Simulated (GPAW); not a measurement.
C:

```
C
1.0
     4.25517    0.00000    0.00000
     0.00000    4.25517    0.00000
     0.00000    0.00000    1.28229
C
1
Direct
  0.50000 0.50000 0.50000
```

The cell was built by a generator and needn't be a form met in nature.

```yaml
Program: GPAW 26.7.0
Task: relaxation of cell and atoms
Functional: PBE
Dispersion: D3(BJ)+ATM
Potentials_or_basis: GPAW PAW data sets (gpaw-data 1.2.1)
Cutoff: 800 eV
Basis: pw
k_mesh: 6 × 6 × 20
Occupations: fermi-dirac, width 0.05 eV
Spin: no spin polarisation
```

At the start: pressure -0.3 GPa; volume 23.22 Å³/atom.

Task: How do energy, volume and symmetry change on relaxing?

Result: Over 10 steps the energy falls by 71.7 meV/atom and the volume is 13.52 Å³/atom (-41.8 %); space group P4/mmm (No. 123, to 0.05 Å).

Step by step:
| step | energy change (eV) | largest force (eV/Å) | pressure (GPa) | volume (Å³) |
| --- | --- | --- | --- | --- |
| 1 | 0.0000 | 0.0000 | -0.34 | 23.22 |
| 2 | -0.0008 | 0.0000 | -1.04 | 23.17 |
| 3 | -0.0027 | 0.0000 | -1.47 | 22.85 |
| 4 | -0.0305 | 0.0000 | -10.64 | 15.81 |
| 5 | -0.0468 | 0.0000 | -9.23 | 14.85 |
| 6 | -0.0450 | 0.0000 | 7.22 | 15.02 |
| 7 | -0.0602 | 0.0000 | 1.41 | 12.34 |
| 8 | -0.0699 | 0.0000 | -2.52 | 14.54 |
| 9 | -0.0721 | 0.0000 | 0.16 | 13.78 |
| 10 | -0.0717 | 0.0000 | 0.04 | 13.52 |

Final structure:
```xyz
1
Lattice="3.2472 0.0000 0.0000 0.0000 3.2472 0.0000 0.0000 0.0000 1.2820" Properties=species:S:1:pos:R:3 pbc="T T T"
C     1.6236    1.6236    0.6410
```

Caveat: later steps reuse the first step's grids; the volume moved by over 15 % at a fixed basis, so the end points are rough; pairwise dispersion overbinds metals, which lowers pressure and volume.
